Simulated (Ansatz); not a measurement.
## AlAu in Ansatz: the effect of target pressure

Crystal: AlAu.

```
Au Al
1.0
     3.22394    0.00000    0.00000
     0.00000    3.22394    0.00000
     0.00000    0.00000    3.22394
Au Al
1 1
Cartesian
  1.6120 1.6120 1.6120
  0.0000 0.0000 0.0000
```

The cell comes from a database or a generator and needn't be the stable form of this composition.

Alike in all runs:

| Item | Value |
| --- | --- |
| Program | Ansatz 0.2.0 |
| Task | relaxation of cell and atoms |
| Functional | PBEsol |
| Potentials or basis | Ansatz PAW |
| Cutoff | 420 eV (not typed: the program's choice for these potentials) |
| k mesh | 8 × 8 × 8 |
| Occupations | fermi-dirac, width 0.05 eV |
| Spin | no spin polarisation |

Each run relaxes the cell or the atoms first.

```tsv
target pressure	relaxed volume (Å³/atom)
0 GPa	16.02
2 GPa	?
5 GPa	15.46
10 GPa	15.00
20 GPa	14.28
30 GPa	13.73
```

Task: What does the run with target pressure 2 GPa give?

Result: Relaxed volume 15.78 Å³/atom.

Worked out: In Murnaghan's law V^(-B') rises as a straight line in P. The other rows fit best with B' = 5.1, V0 = 16.02 Å³/atom and B0 = 128 GPa, which gives 15.78 Å³/atom at 2 GPa, against the run's 15.78.

Caveats: the plane-wave basis is chosen anew once the cell has moved, so the energies of steps on either side of that aren't comparable; the PAW data sets come from PBE, with cores solved anew for the run's functional, which leaves a small shift of forces and pressure; the volume moved by over 15 % at a fixed basis, so the end points are rough (some runs).
